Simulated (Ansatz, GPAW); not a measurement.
CdTe: 3 runs at one level of theory

```
Te Cd
1.0
     0.00000    3.20500    3.20500
     3.20500    0.00000    3.20500
     3.20500    3.20500    0.00000
Te Cd
1 1
Direct
  0.75000 0.75000 0.75000
  0.00000 0.00000 0.00000
```

Alike in all runs: task single point; functional PBE; k mesh 7 × 7 × 7; occupations gaussian, width 0.02 eV; no spin polarisation; no spin-orbit coupling. Pressure is positive in compression and, in plane waves, holds the error of the finite cutoff, which Ansatz's Pulay term estimates and takes out.

```
                        program and potentials  plane-wave cutoff (eV)                                                                      notes  pressure (GPa)
                            Ansatz, Ansatz PAW                     420  18 valence electrons an atom on average; Pulay term of +0.04 GPa included            4.24
    GPAW, GPAW PAW data sets (gpaw-data 1.2.1)                     600                                     9 valence electrons an atom on average            3.81
Ansatz, all-electron LAPW, scalar-relativistic                       -                                                                          -            4.26
```

The pressure spans 3.81 (GPAW, GPAW PAW data sets (gpaw-data 1.2.1)) to 4.26 GPa (Ansatz, all-electron LAPW, scalar-relativistic), with all-electron results at 4.26.

Differences between rows come from potentials, basis sets and numerical settings, since the functional is the same but for its coding. Runs on potential files found faulty are left out.
